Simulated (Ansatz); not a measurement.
We consider wurtzite InN, described by r²SCAN in Ansatz (plane waves, PAW).

Run with plane-wave cutoff 560 eV, 12×12×6 k mesh (along the axes of the cell as run), Fermi–Dirac smearing 0.01 eV, scalar-relativistic PAW data made under PBE.

A third-order Birch–Murnaghan fit to the energies gives V0 = 15.591 Å³/atom, B0 = 140 GPa, B′ = 4.6.

```
V (Å³/atom)  P (GPa)
-----------  -------
14.967          6.28
15.279             …
15.591          0.00
15.903             …
16.214         -5.01
```

Q: Estimate the withheld pressures from this fit; the answers are the runs' own values.

A: 
- 15.279, P (GPa): 2.96
- 15.903, P (GPa): -2.64

The formula P = (3/2) B0 (x^(7/3) − x^(5/3)) [1 + (3/4)(B′ − 4)(x^(2/3) − 1)] with x = V0/V meets the computed pressures within 0.02 GPa when these rounded values are put in.

Shape and atoms are relaxed at each volume.

Measured, for comparison: bulk modulus 126 GPa (room temperature, no zero-point or thermal correction; as tabulated in Phys. Rev. B 49, 14 (GaN and InN under pressure), abstract); equilibrium volume per atom 15.38 Å³/atom (300 K, no zero-point or thermal correction; as tabulated in Wikipedia's data pages). Computed less measured: bulk modulus +11 %, equilibrium volume per atom +1.4 %.

Spin–orbit coupling is not included.

Ansatz is a first-principles code.
